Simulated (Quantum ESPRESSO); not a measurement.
The system is SiC (Moissanite).

```
CELL_PARAMETERS angstrom
3.07600 0.00000 0.00000
-1.53800 2.66389 0.00000
0.00000 0.00000 5.04800
ATOMIC_POSITIONS crystal
Si 0.66667 0.33333 0.50000
Si 0.33333 0.66667 0.00000
C 0.66667 0.33333 0.88500
C 0.33333 0.66667 0.38500
```

- Program: Quantum ESPRESSO 7.5
- Task: phonons
- Functional: RPBE
- Potentials or basis: PseudoDojo 0.4.1 SR PBE standard
- Cutoff: 1116 eV
- Density cutoff: 4463 eV
- k mesh: 6 × 6 × 4, shifted
- Occupations: fermi-dirac, width 0.05 eV
- Spin: no spin polarisation
- Mixing beta: 0.5
- Most SCF iterations: 120
- SCF threshold: 8e-10 Ry

The cell and the atoms were relaxed first, to 10.55 Å³/atom (a = 3.096 Å, b = 3.096 Å, c = 5.080 Å, α = 90.00°, β = 90.00°, γ = 120.00°), and the response was taken there.

```
CELL_PARAMETERS angstrom
3.09643 0.00000 0.00000
-1.54821 2.68159 0.00000
0.00000 0.00000 5.07991
ATOMIC_POSITIONS crystal
Si 0.66667 0.33333 0.50454
Si 0.33333 0.66667 0.00454
C 0.66667 0.33333 0.88046
C 0.33333 0.66667 0.38046
```

The first run showed a gap, so the response started from a second, tighter run with fixed occupations.

Question: Where do the zone-centre optical modes lie?

Answer: E2 at 259 cm⁻¹ (Raman); B1 at 582 cm⁻¹ (silent); E2 at 741 cm⁻¹ (Raman); A1 at 749 cm⁻¹ (IR and Raman); E1 at 778 cm⁻¹ (IR and Raman); B1 at 814 cm⁻¹ (silent). Polar modes are given without the macroscopic field (transverse values).

Optical modes at Γ, degenerate ones joined, polar ones without the macroscopic field:
| cm⁻¹ | components | symmetry | active in | IR intensity, summed ((D/Å)²/amu) |
| --- | --- | --- | --- | --- |
| 259 | 2 | E2 | Raman | 0.00 |
| 582 | 1 | B1 | silent | 0.00 |
| 741 | 2 | E2 | Raman | 0.00 |
| 749 | 1 | A1 | IR and Raman | 44.30 |
| 778 | 2 | E1 | IR and Raman | 78.46 |
| 814 | 1 | B1 | silent | 0.00 |

Caveat: the potentials were made for another functional, which shifts forces and pressure.
